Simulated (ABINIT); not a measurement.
A run of ABINIT 10.8.3 (patched build) is set up as follows.

The input run.abi:

```
# Datasets: ground state, then fixed potential
ndtset 2

# Pseudopotentials
pp_dirpath "./"
pseudos "Ti.LDA_PW-JTH.xml, C.LDA_PW-JTH.xml"

# Structure
acell 3*1.0 Angstrom
rprim
     0.0000000000     2.1657188437     2.1657188437
     2.1657188437     0.0000000000     2.1657188437
     2.1657188437     2.1657188437     0.0000000000
ntypat 2
znucl 22 6
natom 2
typat 1 2
xred
     0.0000000000     0.0000000000     0.0000000000
     0.5000000000     0.5000000000     0.5000000000

# Plane-wave basis
ecut 544.227725 eV
pawecutdg 40.0

# Exchange and correlation
ixc 2

# Bands and occupations
occopt 3
tsmear 0.05 eV

# SCF cycle
nstep 100

# Output
iomode 3
prtwf 0
prteig 0
prtebands 0
enunit 1
prtden1 1

# Dataset 1
kptopt1 1
ngkpt1 11 11 11
nshiftk1 1
shiftk1 0.0 0.0 0.0
nband1 12
tolvrs1 1.0e-9

# Dataset 2: bands along G-X-W-K-G-L-U-W-L-K
iscf2 -2
getden2 1
nband2 18
nbdbuf2 4
tolwfr2 1.0e-11
kptopt2 -9
ndivsm2 6
prteig2 1
kptbounds2
     0.0000000000     0.0000000000     0.0000000000
     0.5000000000     0.0000000000     0.5000000000
     0.5000000000     0.2500000000     0.7500000000
     0.3750000000     0.3750000000     0.7500000000
     0.0000000000     0.0000000000     0.0000000000
     0.5000000000     0.5000000000     0.5000000000
     0.6250000000     0.2500000000     0.6250000000
     0.5000000000     0.2500000000     0.7500000000
     0.5000000000     0.5000000000     0.5000000000
     0.3750000000     0.3750000000     0.7500000000
```

Potentials or basis: JTH PAW LDA v2.0.

The run is started by

```sh
$ abinit run.abi > log 2>&1
```

What does it give for the pressure?

-11.7 GPa.

Predict the band gap on the k mesh.

none (metal or under the smearing width).

Levels at the corners of the path, in eV from the Fermi level:
| point | band 5 | band 6 | band 7 | band 8 | band 9 | band 10 | band 11 | band 12 |
| --- | --- | --- | --- | --- | --- | --- | --- | --- |
| Γ | -12.29 | 0.58 | 0.58 | 0.58 | 1.64 | 1.64 | 1.64 | 1.67 |
| X | -9.99 | -3.41 | -1.73 | -0.06 | -0.06 | 2.68 | 3.44 | 3.44 |
| W | -9.38 | -3.16 | -3.16 | -2.75 | 2.71 | 2.71 | 3.44 | 5.14 |
| K | -9.45 | -3.52 | -3.35 | -1.76 | 1.38 | 3.05 | 3.75 | 5.41 |
| Γ | -12.29 | 0.58 | 0.58 | 0.58 | 1.64 | 1.64 | 1.64 | 1.67 |
| L | -8.72 | -5.89 | -2.95 | -2.95 | 2.83 | 2.83 | 4.02 | 8.13 |
| U | -9.45 | -3.52 | -3.35 | -1.76 | 1.38 | 3.05 | 3.75 | 5.41 |
| W | -9.38 | -3.16 | -3.16 | -2.75 | 2.71 | 2.71 | 3.44 | 5.14 |
| L | -8.72 | -5.89 | -2.95 | -2.95 | 2.83 | 2.83 | 4.02 | 8.13 |
| K | -9.45 | -3.52 | -3.35 | -1.76 | 1.38 | 3.05 | 3.75 | 5.41 |
